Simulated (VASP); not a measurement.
Write the native input for VASP 6.6.1 that does the following.

| Property | Result |
| --- | --- |
| Task | band structure |
| Functional | PBE |
| Potentials or basis | VASP PAW PBE potentials, release 64 (Cd, S) |
| Cutoff | 520 eV |
| k mesh | 2 × 2 × 2 |
| Occupations | gaussian, width 0.02 eV |
| Spin | no spin polarisation |
| Further INCAR settings | ALGO = Fast; EDIFF = 1e-07 |

Crystal: CdS.

```
CELL_PARAMETERS angstrom
0.00000 3.02474 3.02474
3.02474 0.00000 3.02474
3.02474 3.02474 0.00000
ATOMIC_POSITIONS crystal
Cd 0.00000 0.00000 0.00000
S 0.25000 0.25000 0.25000
```

The input as run:

POSCAR

```
CdS                                     
1.0
    0.0000000000      3.0247415678      3.0247415678
    3.0247415678     -0.0000000000      3.0247415678
    3.0247415678      3.0247415678     -0.0000000000
  Cd              S             
     1     1
Direct
     1.0000000000000000    1.0000000000000000    1.0000000000000000
     0.2500000000000000    0.2500000000000000    0.2500000000000000
```

INCAR.step1

```
SYSTEM = CdS
PREC = Accurate
ENCUT = 520
EDIFF = 1E-7
ISMEAR = 0
SIGMA = 0.02
LREAL = .False.
LASPH = .True.
NELM = 100
ALGO = Fast
ISIF = 2
LWAVE = .False.
LCHARG = .True.
GGA = PE
```

KPOINTS.step1

```
Automatic mesh
0
Gamma
  2 2 2
  0 0 0
```

INCAR.step2

```
SYSTEM = CdS
PREC = Accurate
ENCUT = 520
EDIFF = 1E-7
ISMEAR = 0
SIGMA = 0.05
LREAL = .False.
LASPH = .True.
NELM = 100
ALGO = Fast
ISIF = 2
LWAVE = .False.
LCHARG = .False.
GGA = PE
ICHARG = 11
```

KPOINTS.step2

```
path GXWKGLUWLK,UX
15
line-mode
reciprocal
 0.0000000000  0.0000000000  0.0000000000  G
 0.5000000000  0.0000000000  0.5000000000  X

 0.5000000000  0.0000000000  0.5000000000  X
 0.5000000000  0.2500000000  0.7500000000  W

 0.5000000000  0.2500000000  0.7500000000  W
 0.3750000000  0.3750000000  0.7500000000  K

 0.3750000000  0.3750000000  0.7500000000  K
 0.0000000000  0.0000000000  0.0000000000  G

 0.0000000000  0.0000000000  0.0000000000  G
 0.5000000000  0.5000000000  0.5000000000  L

 0.5000000000  0.5000000000  0.5000000000  L
 0.6250000000  0.2500000000  0.6250000000  U

 0.6250000000  0.2500000000  0.6250000000  U
 0.5000000000  0.2500000000  0.7500000000  W

 0.5000000000  0.2500000000  0.7500000000  W
 0.5000000000  0.5000000000  0.5000000000  L

 0.5000000000  0.5000000000  0.5000000000  L
 0.3750000000  0.3750000000  0.7500000000  K

 0.6250000000  0.2500000000  0.6250000000  U
 0.5000000000  0.0000000000  0.5000000000  X
```

Potentials or basis: VASP PAW PBE potentials, release 64 (Cd, S).

Command:

```bash
$ cat potpaw_PBE.64/Cd/POTCAR potpaw_PBE.64/S/POTCAR > POTCAR
$ cp INCAR.step1 INCAR
$ cp KPOINTS.step1 KPOINTS
$ mpirun -np 1 vasp_std > vasp.out
$ cp INCAR.step2 INCAR
$ cp KPOINTS.step2 KPOINTS
$ mpirun -np 1 vasp_std > vasp.out
```

It gave:

```yaml
Band_gap_on_the_k_mesh: 0.72 eV, direct
Band_gap_along_the_path: 0.72 eV, direct
```

Caveat: the k mesh is coarse (spacing up to 0.90 Å⁻¹), so the values aren't converged; the log is that of the step along the path at fixed density, whose energy, stress, charges and moments have no meaning.

Run time: 75 s on 1 thread of AMD EPYC 7R13 Processor (Zen 3) (shared host), peak memory 0.22 GiB.
